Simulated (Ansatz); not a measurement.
A crystal relaxed with r2SCAN in the plane-wave code Ansatz has space group P4_32_12 (No. 96) and a = 4.979 Å, c = 6.915 Å.

```tsv
atom	site	x	y	z
Si	4a	0.8025	0.8025	0.5000
Xx	8b	0.2618	0.3907	0.8185
```

With r2SCAN the gap is 6.35 eV and direct, at Γ. The HSE06 gap is direct at Γ: 7.51 eV. PBE gives a direct gap of 5.73 eV at Γ. Meshes: r2SCAN 6×6×4, HSE06 4×4×2, PBE 6×6×4. r2SCAN's ε∞ is 2.2 along all three axes, to this precision.

Question: Which element is Xx?
A. Se
B. Te
C. O
D. S

Answer: C. Xx is O: SiO₂ (started from an entry of an open crystallographic database). Around Si lie 4 O at 1.61 Å; around O lie 2 Si at 1.61 Å.

Spin-unpolarised throughout; all numbers are computed.

The meshes of the hybrids are coarse, so their gaps aren't converged to the digits shown.

For a response run the program warns that the ground state's bands aren't all converged, so ε∞ carries an extra error.
